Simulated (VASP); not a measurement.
Input of a VASP 6.6.1 run:

The input INCAR:

```
PREC = Accurate ; ENCUT = 520
EDIFF = 1E-7 ; ISMEAR = 0
SIGMA = 0.02 ; LREAL = False
LASPH = True ; NELM = 120
ALGO = Fast ; ISIF = 2
LWAVE = False ; LCHARG = False
ISPIN = 2 ; MAGMOM = 2 0
LORBIT = 11 ; LMAXMIX = 4
GGA = PE ; NBANDS = 19
```

KPOINTS

```
regular mesh
0
Gamma
  18 18 18
```

POSCAR

```
NiO
1.0
    1.4381403700      0.8303107300      2.3308059600
   -1.4381403700      0.8303107300      2.3308059600
    0.0000000000     -1.6606214600      2.3308059600
Ni O
1 1
Direct
    1.0000000000      0.0000000000      0.0000000000
    0.5000000000      0.5000000000      0.5000000000
```

Potentials or basis: VASP PAW PBE potentials, release 64 (Ni, O).

Command:

```bash
$ cat potpaw_PBE.64/Ni/POTCAR potpaw_PBE.64/O/POTCAR > POTCAR
$ mpirun -np 1 vasp_std > vasp.out
```

Task: Estimate the net moment.

Result: 1.43 μB per cell.

Task: Predict the site moments.

Result: Ni +1.20; O +0.20 μB.

Stress tensor (GPa, compression positive):
```
23.90  0.00  0.00
 0.00 23.90  0.00
 0.00  0.00 24.59
```

Caveat: so large a pressure means that the cell lies far from this level's equilibrium, or that cutoff or potentials fall short; a cell with one magnetic atom can't hold antiferromagnetic order, which such compounds often take.
